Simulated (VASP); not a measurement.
# Ni: single point with PBE+U

The system is Ni.

```xyz
1
Lattice="0.0000 1.7302 1.7302 1.7302 0.0000 1.7302 1.7302 1.7302 0.0000" Properties=species:S:1:pos:R:3 pbc="T T T"
Ni    0.0000    0.0000    0.0000
```

The cell isn't the ideal one: a relaxed cell with its volume scaled by 0.97.

```yaml
Program: VASP 6.6.1
Task: single point
Functional: PBE
Potentials_or_basis: VASP PAW PBE potentials, release 64 (Ni)
Cutoff: 520 eV
k_mesh: 20 × 20 × 20
Occupations: gaussian, width 0.1 eV
Spin: collinear spin, ferromagnetic start
Starting_moments: "[0.8] μB"
Hubbard_terms: Ni d U = 2.0 eV
```

| Quantity | Value |
| --- | --- |
| Pressure | 6.2 GPa |
| Band gap on the k mesh | none (metal or under the smearing width) |
| Net moment | 0.65 μB per cell |
| Site moments | Ni +0.67 μB |
| Valence electrons inside the program's atomic spheres | Ni 9.44 |

Levels at points of the mesh, in eV from the Fermi level:
Spin up:
| k point | band 3 | band 4 | band 5 | band 6 | band 7 | band 8 |
| --- | --- | --- | --- | --- | --- | --- |
| (0.00, 0.00, 0.00) | -2.98 | -2.98 | -1.66 | -1.66 | 24.43 | 28.68 |
| (0.50, 0.00, 0.00) | -2.94 | -0.98 | -0.98 | -0.10 | 5.97 | 22.88 |
| (0.50, 0.50, 0.00) | -0.89 | -0.86 | -0.86 | 2.77 | 9.58 | 15.58 |
Spin down:
```tsv
k point	band 2	band 3	band 4	band 5	band 6	band 7	band 8	band 9
(0.00, 0.00, 0.00)	-1.73	-1.73	-1.73	-1.02	-1.02	24.20	28.60	28.60
(0.50, 0.00, 0.00)	-2.11	-2.11	-0.20	0.14	0.14	6.63	22.69	25.91
(0.50, 0.50, 0.00)	-3.81	-0.22	0.53	0.53	2.69	9.85	15.56	15.56
```

Eigenvalues of the final occupation matrices:
```csv
site,spin,trace,eigenvalues
site 1 d,1,4.58,0.91 0.91 0.91 0.92 0.92
site 1 d,2,3.87,0.71 0.71 0.71 0.87 0.87
```

Wall time 28 s on 1 thread of Intel(R) Xeon(R) Platinum 8488C (Sapphire Rapids) (shared host), peak memory 0.15 GiB.

Caveat: the U is typed as a test and isn't derived for this compound. The state reached can hang on the start; a lower one may exist.
